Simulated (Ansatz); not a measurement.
The computed numbers are results of PBEsol, scalar-relativistic (no spin polarisation) in the plane-wave PAW code Ansatz at 420 eV, 8×8×8 k-mesh, Gaussian smearing of 0.05 eV; PAW files: Ansatz's generated set soft_2.

A crystal of composition XTe, relaxed at this level of theory, gives this pattern between 10° and 80°.

Cu Kα1 powder pattern (kinematic, no thermal factors).
```json
{"2θ (°)": "25.64", "relative intensity": "100"}
{"2θ (°)": "36.58", "relative intensity": "78"}
{"2θ (°)": "45.21", "relative intensity": "29"}
{"2θ (°)": "52.70", "relative intensity": "14"}
{"2θ (°)": "59.51", "relative intensity": "37"}
{"2θ (°)": "65.86", "relative intensity": "28"}
{"2θ (°)": "77.76", "relative intensity": "9"}
```

Task: Which lattice and cell does the pattern come from?

Result: Cubic, space group Fm-3m (No. 225), a = 6.942 Å, b = 6.942 Å, c = 6.942 Å, α = 90.00°, β = 90.00°, γ = 90.00°. The line positions fix the lattice at most, not the space group, and lines under 1 % of the strongest aren't listed; this is the group of the computed cell.

The calculation on XTe, where X is one element, gave:

```yaml
Band_gap: 1.46 eV
Smallest_direct_gap: 1.82 eV
Formation_energy_from_the_elements_0_K_uncorrected: -1.79 eV/atom
Bulk_modulus_Birch–Murnaghan: 32 GPa
Pressure_derivative_B0′: 4.4
Shear_modulus_Hill: 17.8 GPa
Young's_modulus: 45 GPa
Poisson's_ratio: 0.27
Elastically_stable: yes
```

Sites: X on 4b, Te on 4a.

Task: Which element is X?
A. Cs
B. Ce
C. La
D. Ba

Result: D. X is Ba, so the compound is BaTe.

The compound is reported in the structure type of the start.

Kohn–Sham gaps of semilocal functionals lie under measured ones, often by a third or more. Spin–orbit coupling, which matters for such heavy elements, is left out.
